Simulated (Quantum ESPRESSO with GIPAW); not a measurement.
## Solid-state NMR of SnO2 (Cassiterite) by GIPAW

Wanted: NMR shieldings for each site of SnO2 (Cassiterite).

**The experiment to be reproduced.** 119Sn span 134 ppm, in “207Pb and 119Sn Solid-State NMR and Relativistic Density Functional Theory Studies of the Historic Pigment Lead−Tin Yellow Type I and Its Reactivity in Oil Pain” (Catalano et al., J. Phys. Chem. A 118, 7952, 2014). 119Sn span 136 ppm, in “Spin–orbit effects on the 119Sn magnetic-shielding tensor in solids: a ZORA/DFT investigation” (2016; doi:10.1039/c6cp03807g), quoting earlier work. The 119Sn shift is -605 ppm against Me4Sn, in “207Pb and 119Sn Solid-State NMR and Relativistic Density Functional Theory Studies of the Historic Pigment Lead−Tin Yellow Type I and Its Reactivity in Oil Pain” (Catalano et al., J. Phys. Chem. A 118, 7952, 2014).

Calculated with Quantum ESPRESSO with GIPAW 8.0dev (patched build); DFT, PBEsol, plane-wave PAW (pslibrary 1.0.0 recipes), scalar-relativistic, GIPAW; a patched development version of the program.

**1. Starting point**

It takes space group P4_2/mnm (No. 136, tetragonal). Conventional cell: a = 4.738 Å, b = 4.738 Å, c = 3.187 Å, α = 90.00°, β = 90.00°, γ = 90.00°. Nearest to Sn lie 6 O at 2.05 to 2.06 Å. O has 3 Sn at 2.05 to 2.06 Å nearest. Farther neighbours and most contacts between anions are not listed.

The cell is an entry of the Crystallography Open Database.

This structure had its atoms relaxed beforehand (DFT, PBEsol, plane-wave PAW (pslibrary 1.0.0 recipes), Quantum ESPRESSO with GIPAW), starting from the database entry, since shieldings follow bond lengths closely.

**2. Ground state**

The shielding is a linear response of the occupied states, which this run provides. It is converged far beyond what an energy needs, since the response uses the wavefunctions themselves. No empty states are asked for: the response is solved without them. The mesh has a spacing of 0.15 Å⁻¹ at most. The PAW files were made with ld1.x from the pslibrary 1.0.0 recipes, with GIPAW reconstruction switched on.

Contents of scf.in:

```
&control
  calculation = 'scf'
  prefix = 'x'
  outdir = './tmp/'
  pseudo_dir = './'
/
&system
  ibrav = 0
  nat = 6
  ntyp = 2
  ecutwfc = 55
  ecutrho = 330
  nbnd = 26
/
&electrons
  conv_thr = 1.0d-10
  mixing_beta = 0.7
  electron_maxstep = 100
/
ATOMIC_SPECIES
  Sn 118.710 Sn.pbesol-dn-kjpaw_psl.1.0.0-gipaw.UPF
  O 15.999 O.pbesol-n-kjpaw_psl.1.0.0-gipaw.UPF
CELL_PARAMETERS angstrom
  4.73800000 0.00000000 0.00000000
  0.00000000 4.73800000 0.00000000
  0.00000000 0.00000000 3.18650000
ATOMIC_POSITIONS crystal
  Sn 0.50000000 0.50000000 0.50000000
  Sn 0.00000000 0.00000000 0.00000000
  O 0.80562934 0.19437066 0.50000000
  O 0.69437066 0.69437066 -0.00000000
  O 0.19437066 0.80562934 0.50000000
  O 0.30562934 0.30562934 -0.00000000
K_POINTS automatic
  9 9 14 0 0 0
```

Run with:

```bash
> mpirun -np 4 pw.x -nk 4 -in scf.in > scf.out
```

What it wrote:

```text
using ibrav=0 with symmetry is DISCOURAGED, use correct ibrav instead

     bravais-lattice index     =            0
     lattice parameter (alat)  =       8.9535  a.u.
     unit-cell volume          =     482.7259 (a.u.)^3
     number of atoms/cell      =            6
     number of atomic types    =            2
     number of electrons       =        52.00
     number of Kohn-Sham states=           26
     kinetic-energy cutoff     =      55.0000  Ry
     charge density cutoff     =     330.0000  Ry
     scf convergence threshold =      1.0E-10
     mixing beta               =       0.7000
     number of iterations used =            8  plain     mixing
     Exchange-correlation= SLA-PW-PSX-PSC
                           (   1   4  10   8   0   0   0)
[...]
Sn               14.00   118.71000     Sn( 1.00)
     O                 6.00    15.99900     O ( 1.00)

     16 Sym. Ops., with inversion, found ( 8 have fractional translation)
[...]
number of k points=   120

     Number of k-points >= 100: set verbosity='high' to print them.

     Dense  grid:    48943 G-vectors     FFT dimensions: (  54,  54,  36)

     Smooth grid:    26657 G-vectors     FFT dimensions: (  48,  48,  30)

     Check: negative core charge=   -0.000003

     Initial potential from superposition of free atoms

     starting charge      51.9975, renormalised to      52.0000
     Starting wfcs are   34 randomized atomic wfcs

     Self-consistent Calculation

     iteration #  1     ecut=    55.00 Ry     beta= 0.70
     Davidson diagonalization with overlap
     ethr =  1.00E-02,  avg # of iterations =  1.0

     total energy              =   -1036.86825902 Ry
     estimated scf accuracy    <       1.71059077 Ry

     iteration #  2     ecut=    55.00 Ry     beta= 0.70
     Davidson diagonalization with overlap
     ethr =  3.29E-03,  avg # of iterations =  5.9

     total energy              =   -1037.67520418 Ry
     estimated scf accuracy    <       1.52031888 Ry

     iteration #  3     ecut=    55.00 Ry     beta= 0.70
     Davidson diagonalization with overlap
     ethr =  2.92E-03,  avg # of iterations =  2.0

     total energy              =   -1037.55984221 Ry
     estimated scf accuracy    <       0.33338119 Ry

[...]
total energy              =   -1037.89716643 Ry
[...]
iteration # 29     ecut=    55.00 Ry     beta= 0.70
     Davidson diagonalization with overlap
     ethr =  2.76E-12,  avg # of iterations =  1.0

     total energy              =   -1037.89716643 Ry
     estimated scf accuracy    <          9.4E-10 Ry

     iteration # 30     ecut=    55.00 Ry     beta= 0.70
     Davidson diagonalization with overlap
     ethr =  1.80E-12,  avg # of iterations =  5.7

     End of self-consistent calculation
     [one-electron energies left out]

!    total energy              =   -1037.89716643 Ry
     total all-electron energy =    -25298.668755 Ry
     estimated scf accuracy    <          2.7E-11 Ry

     The total energy is the sum of the following terms:
     one-electron contribution =    -120.22920798 Ry
     hartree contribution      =     103.91555437 Ry
     xc contribution           =    -125.36423308 Ry
     ewald contribution        =    -307.59587775 Ry
     one-center paw contrib.   =    -588.62340200 Ry

     convergence has been achieved in  30 iterations
[...]
JOB DONE.
```

Run time: 2.8 min. Hardware: 4 MPI ranks of Arm Neoverse V2, shared host; peak memory 0.75 GiB; 11 min of CPU time.

It converged in 30 cycles to an estimated accuracy of 3e-11 Ry, on 120 irreducible k-points.

**3. Magnetic response**

A uniform field breaks periodicity, so gipaw.x applies it as a wave of small q and takes the limit. It solves for the first-order states, builds the induced current and gets the field at each nucleus by Biot–Savart; the PAW spheres add what the smooth waves miss near the nuclei. pawproj makes the reconstruction use the PAW data sets' own projectors.

Contents of nmr.in:

```
&inputgipaw
  job = 'nmr'
  prefix = 'x'
  tmp_dir = './tmp/'
  restart_mode = 'from_scratch'
  verbosity = 'low'
  q_gipaw = 0.01
  spline_ps = .true.
  conv_threshold = 1.0d-11
  use_nmr_macroscopic_shape = .false.
  pawproj(1) = .true.
  pawproj(2) = .true.
/
```

Run with:

```bash
> mpirun -np 4 gipaw.x -in nmr.in > nmr.out
```

What it wrote:

```text
[banner, memory and clock lines left out]
[a note of our patched build left out]

     Parallelizing q-star over 1 images

     IMPORTANT: XC functional enforced from input :
     Exchange-correlation= PBESOL
                           (   1   4  10   8   0   0   0)
     Any further DFT definition will be discarded
     Please, verify this is what you really want

     Check: negative core charge=   -0.000003
[...]
alpha_pv=     42.2615 eV

     spline_ps is .false., expect some extrapolation errors

     q-space interpolation up to    66.00 Rydberg

     GIPAW job: nmr
     NMR macroscopic correction: no
[...]
Computing the magnetic susceptibility     isolve=0    ethr=  0.1000E-10
     Starting from scratch
     k-point #    1 of   120      pool #  1    cpu time:       0.9
[...]
End of magnetic susceptibility calculation

     f-sum rule (1st term):
           -44.5264          0.0000          0.0000
             0.0000        -44.5264          0.0000
             0.0000          0.0000        -44.5737

     f-sum rule (2nd term):
            -0.6758          0.0000          0.0000
             0.0000         -0.6758          0.0000
             0.0000          0.0000         -0.6282

     f-sum rule (should be   -45.1988):
           -45.2022          0.0000          0.0000
             0.0000        -45.2022          0.0000
             0.0000          0.0000        -45.2019

[... susceptibilities left out ...]
     Contributions to the NMR chemical shifts: -------------------------------

     Macroscopic shape contribution in ppm:                    0.00
             0.0000          0.0000          0.0000
             0.0000          0.0000          0.0000
             0.0000          0.0000          0.0000

     Core contribution in ppm:

     Atom  1  Sn  pos: (  0.500000  0.500000  0.336271)  core sigma:        5052.50
     Atom  2  Sn  pos: (  0.000000  0.000000  0.000000)  core sigma:        5052.50
     Atom  3  O   pos: (  0.805629  0.194371  0.336271)  core sigma:         270.50
     Atom  4  O   pos: (  0.694371  0.694371  0.000000)  core sigma:         270.50
     Atom  5  O   pos: (  0.194371  0.805629  0.336271)  core sigma:         270.50
     Atom  6  O   pos: (  0.305629  0.305629  0.000000)  core sigma:         270.50

     Bare contribution in ppm:

     Atom  1  Sn  pos: (  0.500000  0.500000  0.336271)  bare sigma:          86.05
[...]
Atom  2  Sn  pos: (  0.000000  0.000000  0.000000)  bare sigma:          86.05
[...]
Atom  3  O   pos: (  0.805629  0.194371  0.336271)  bare sigma:          25.32
[...]
Atom  4  O   pos: (  0.694371  0.694371  0.000000)  bare sigma:          25.32
[...]
Atom  5  O   pos: (  0.194371  0.805629  0.336271)  bare sigma:          25.32
[...]
Atom  6  O   pos: (  0.305629  0.305629  0.000000)  bare sigma:          25.32
[...]
Diamagnetic contribution in ppm:

     Atom  1  Sn  pos: (  0.500000  0.500000  0.336271)  dia sigma:         104.44
[...]
Atom  2  Sn  pos: (  0.000000  0.000000  0.000000)  dia sigma:         104.44
[...]
Atom  3  O   pos: (  0.805629  0.194371  0.336271)  dia sigma:          17.55
[...]
Atom  4  O   pos: (  0.694371  0.694371  0.000000)  dia sigma:          17.55
[...]
Atom  5  O   pos: (  0.194371  0.805629  0.336271)  dia sigma:          17.55
[...]
Atom  6  O   pos: (  0.305629  0.305629  0.000000)  dia sigma:          17.55
[...]
Paramagnetic contribution in ppm:

     Atom  1  Sn  pos: (  0.500000  0.500000  0.336271)  para sigma:        -101.92
[...]
Atom  2  Sn  pos: (  0.000000  0.000000  0.000000)  para sigma:        -101.92
[...]
Atom  3  O   pos: (  0.805629  0.194371  0.336271)  para sigma:          21.15
[...]
Atom  4  O   pos: (  0.694371  0.694371  0.000000)  para sigma:          21.15
[...]
Atom  5  O   pos: (  0.194371  0.805629  0.336271)  para sigma:          21.15
[...]
Atom  6  O   pos: (  0.305629  0.305629  0.000000)  para sigma:          21.15
[...]
Paramagnetic US occ-occ contribution in ppm:

     Atom  1  Sn  pos: (  0.500000  0.500000  0.336271)  para_oo sigma:         -12.05
[...]
Atom  2  Sn  pos: (  0.000000  0.000000  0.000000)  para_oo sigma:         -12.05
[...]
Atom  3  O   pos: (  0.805629  0.194371  0.336271)  para_oo sigma:          -0.79
[...]
Atom  4  O   pos: (  0.694371  0.694371  0.000000)  para_oo sigma:          -0.79
[...]
Atom  5  O   pos: (  0.194371  0.805629  0.336271)  para_oo sigma:          -0.79
[...]
Atom  6  O   pos: (  0.305629  0.305629  0.000000)  para_oo sigma:          -0.79
[...]
Paramagnetic US L_R Q_R contribution in ppm:

     Atom  1  Sn  pos: (  0.500000  0.500000  0.336271)  para_lq sigma:       -2160.75
[...]
Atom  2  Sn  pos: (  0.000000  0.000000  0.000000)  para_lq sigma:       -2160.75
[...]
Atom  3  O   pos: (  0.805629  0.194371  0.336271)  para_lq sigma:        -226.20
[...]
Atom  4  O   pos: (  0.694371  0.694371  0.000000)  para_lq sigma:        -226.20
[...]
Atom  5  O   pos: (  0.194371  0.805629  0.336271)  para_lq sigma:        -226.20
[...]
Atom  6  O   pos: (  0.305629  0.305629  0.000000)  para_lq sigma:        -226.20
[...]
Total NMR chemical shifts in ppm: ---------------------------------------
     (adopting the Simpson convention for anisotropy and asymmetry)-----------

     Atom  1  Sn  pos: (  0.500000  0.500000  0.336271)  Total sigma:        2968.27
          2931.2682         -7.2574          0.0000
            -7.2574       2931.2682          0.0000
             0.0000          0.0000       3042.2818

     Sn      1    anisotropy:    111.01    eta:    0.1961
[...]
Atom  2  Sn  pos: (  0.000000  0.000000  0.000000)  Total sigma:        2968.27
[... its tensor is left out ...]
     Atom  3  O   pos: (  0.805629  0.194371  0.336271)  Total sigma:         107.53
           102.1066        -48.5349          0.0000
           -48.5349        102.1066          0.0000
             0.0000         -0.0000        118.3796

     O       3    anisotropy:    -80.94    eta:    0.5979
[...]
Atom  4  O   pos: (  0.694371  0.694371  0.000000)  Total sigma:         107.53
[... its tensor is left out ...]
     Atom  5  O   pos: (  0.194371  0.805629  0.336271)  Total sigma:         107.53
[... its tensor is left out ...]
     Atom  6  O   pos: (  0.305629  0.305629  0.000000)  Total sigma:         107.53
[... its tensor is left out ...]
```

The job ended after 23 min (4 MPI ranks; peak memory 0.34 GiB; 1.6 h of CPU time).

The f-sum rule is met to 0.0034 of 45.2 (0.008 %). Converged shieldings require that this miss be small, but a small miss does not prove them.

From the symmetric part of each tensor, with principal values σ11 ≤ σ22 ≤ σ33: σ_iso is their mean, the span is σ33 − σ11 and the skew 3(σ_iso − σ22)/span. (gipaw.x prints an anisotropy in another convention.)

```tsv
site	atom no.	atoms in cell	σ_iso (ppm)	span (ppm)	skew
Sn	1	2	2968	118	0.75
O	3	4	107.5	97.1	-0.34
```

The macroscopic shape term is switched off. For a spherical sample the valence susceptibility of this run would add about 12 ppm to every site, a rough estimate, since the susceptibility converges slowly and lacks part of the PAW terms. Differences within the crystal don't depend on it, but shieldings of different compounds can't be compared to better than a few ppm without it.

In this run the largest span among the lighter atoms is that of O (site symmetry m2m), with principal values 53.6, 118.4 and 150.6 ppm.

17O also has a quadrupolar coupling here. It is not given: on PAW files the efg job of this gipaw.x leaves out the augmentation charge of neighbouring atoms and can miss by tens of per cent.

**4. NMR parameters by site**

Covalently bonded atoms count as neighbours within 1.18 times the sum of their radii. Otherwise a cation's neighbours lie within 1.2 times its shortest bond (1.3 for large cations, each anion's radius taken off where they differ), and an anion's are the cations that count it.

```tsv
site	atom no.	atoms in cell	surroundings	bonds (Å)	σ_iso (ppm)
Sn	1	2	SnO6	2.05 to 2.06	2968
O	3	4	bound to Sn3	2.05 to 2.06	107.5
```

Simulated spectrum: 119Sn MAS at 8 kHz, 7.05 T (112.6 MHz), lines broadened by 3 ppm; the axis counts ppm from the isotropic position of Sn, as −Δσ; rigid lattice, with dipolar and J couplings left out. Its lines over 1.5 % of the strongest:

```tsv
offset (ppm)	area
71	0.09
0	1.00
-71	0.07
-142	0.02
```

Spinning sidebands lie 71.1 ppm apart.

**5. Against experiment**

```tsv
quantity	site	measured	calculated	difference
119Sn span (ppm)	Sn	134	118.3	-15.7
119Sn span (ppm)	Sn	136	118.3	-17.7
```

Without a fitted line the measured shift still tests the calculation: for an exact theory σ + δ is one number for all compounds of a nucleus, up to the shape term, which is left out of σ and differs by some ppm between compounds.

```tsv
nucleus, site	σ_iso (ppm)	measured δ (ppm)	σ + δ (ppm)	σ + δ of other compounds, same level
119Sn, Sn	2968	-605	2363	SnCl2 2477, SnH8N2Cl6 2114
```

**6. Results**

```yaml
119sn_shielding_without_shape_term: 2968 ppm
17o_shielding_without_shape_term: 107.5 ppm
```

**Reading.** 119Sn has one site (SnO6), with isotropic shielding 2968 ppm (shape term left out). A shift needs a reference, δ = σ_ref − σ, fixed on measured compounds; for 119Sn of this kind at this level too few were at hand, or they scattered too widely about a line, so none is given. For 119Sn, σ + δ is 2363 ppm here and 2296 ppm on average over 2 other sites: with that reference and slope one the shift would be off by -68 ppm, but those sites themselves spread over 364 ppm, so no one reference serves this kind. No sound run at another cutoff or mesh is at hand, so convergence rests on the f-sum rule and on experience with these files. Spin-orbit coupling is missing, which matters for Sn and for the light atoms bound to such centres. The scalar-relativistic files are used with non-relativistic response operators, which weighs most on the heavy atoms' own shieldings. This build of gipaw.x prints that it is not audited and that its numbers are no references by themselves. It also reports spline_ps as false although the input sets it; why was not traced.

[Banner, clock, file and message-heading lines were taken out of the pw.x and gipaw.x logs.]

[Logs are printed without paths, hosts, clocks, repeated set-up lines and the standing remarks that a program may print on its own settings, such as how far it seeks lower states.]

[Hosts, paths, dates, database ids (printed as entryN), source tags and the programs' standing remarks are cut or masked in the printed files.]

[Where no reference line passes its bar on scatter, no shift is given, so a measured shift of this compound may stand uncompared.]
